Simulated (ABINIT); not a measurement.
Planning a run of ABINIT 10.8.3 on BN (Qingsongite). The input:

```
acell 3*1.0 Angstrom
rprim 
  -0.000000000000 1.807500000000 1.807500000000
  1.807500000000 0.000000000000 1.807500000000
  1.807500000000 1.807500000000 -0.000000000000
ntypat 2
znucl 5 7
natom 2
typat 1 2
xred 
  0.000000000000 0.000000000000 0.000000000000
  0.250000000000 0.250000000000 0.250000000000
pp_dirpath "pseudos"
pseudos "B.upf, N.upf"
ecut 36
ngkpt 8 8 8
nshiftk 1
shiftk 0 0 0
kptopt 1
chksymbreak 0
istwfk *1
occopt 1
irdwfk 1
optdriver 4
nband 58
gwcalctyp 27
ecutsigx 36
symsigma 0
nkptgw 29
kptgw 
  0.0000000000 0.0000000000 0.0000000000
  0.1250000000 0.0000000000 0.0000000000
  0.2500000000 0.0000000000 0.0000000000
  0.3750000000 0.0000000000 0.0000000000
  0.5000000000 0.0000000000 0.0000000000
  0.1250000000 0.1250000000 0.0000000000
  0.2500000000 0.1250000000 0.0000000000
  0.3750000000 0.1250000000 0.0000000000
  0.5000000000 0.1250000000 0.0000000000
  -0.3750000000 0.1250000000 0.0000000000
  -0.2500000000 0.1250000000 0.0000000000
  -0.1250000000 0.1250000000 0.0000000000
  0.2500000000 0.2500000000 0.0000000000
  0.3750000000 0.2500000000 0.0000000000
  0.5000000000 0.2500000000 0.0000000000
  -0.3750000000 0.2500000000 0.0000000000
  -0.2500000000 0.2500000000 0.0000000000
  0.3750000000 0.3750000000 0.0000000000
  0.5000000000 0.3750000000 0.0000000000
  -0.3750000000 0.3750000000 0.0000000000
  0.5000000000 0.5000000000 0.0000000000
  0.3750000000 0.2500000000 0.1250000000
  0.5000000000 0.2500000000 0.1250000000
  -0.3750000000 0.2500000000 0.1250000000
  0.5000000000 0.3750000000 0.1250000000
  -0.3750000000 0.3750000000 0.1250000000
  -0.2500000000 0.3750000000 0.1250000000
  -0.3750000000 0.5000000000 0.1250000000
  -0.2500000000 0.5000000000 0.2500000000
bdgw 
  1 14
  1 14
  1 14
  1 14
  1 14
  1 14
  1 14
  1 14
  1 14
  1 14
  1 14
  1 14
  1 14
  1 14
  1 14
  1 14
  1 14
  1 14
  1 14
  1 14
  1 14
  1 14
  1 14
  1 14
  1 14
  1 14
  1 14
  1 14
  1 14
ecuteps 8
irdscr 1
irdqps 1
rhoqpmix 0.3
indata_prefix "in"
outdata_prefix "out"
tmpdata_prefix "tmp"
```

```sh
OMP_NUM_THREADS=1 mpirun -n 8 abinit run.abi > log
```

**Question.** Estimate wall time and host memory on 8 MPI ranks of AMD EPYC 9R45, shared host.

It took 34 s; on shared hardware allow 17 s to 68 s. Peak host memory was 1.9 GiB.

[Long decimals in the printed logs are rounded to 6 places.]

[Logs are printed without paths, hosts, clocks, repeated set-up lines and the standing remarks that a program may print on its own settings, such as how far it seeks lower states.]

[Paths, hosts, dates, memory and timing lines, banners, echoed tables and standing remarks are left out of the program output; an Ansatz launch command may be rebuilt from the run's recorded settings. Measured values are a selection of at most five: reports struck by readers or far from the other reports are left out. None is set beside runs whose start may be inverted or whose files or cutoffs have a known fault.]

[Runs of the session that timed out or met a known fault of the program may be left out.]

[Hosts, paths, dates, database ids (printed as entryN), source tags and the programs' standing remarks are cut or masked in the printed files.]

[G0W0 gaps are taken among the corrected bands and points alone; a level outside them can change the order at an edge.]

[Where Ansatz stands beside ABINIT at settings called matched, ABINIT's density can come from a denser mesh and the files from another edition; pairs whose starting gaps differed by over 0.03 eV were left out, so agreement reads better than it is.]
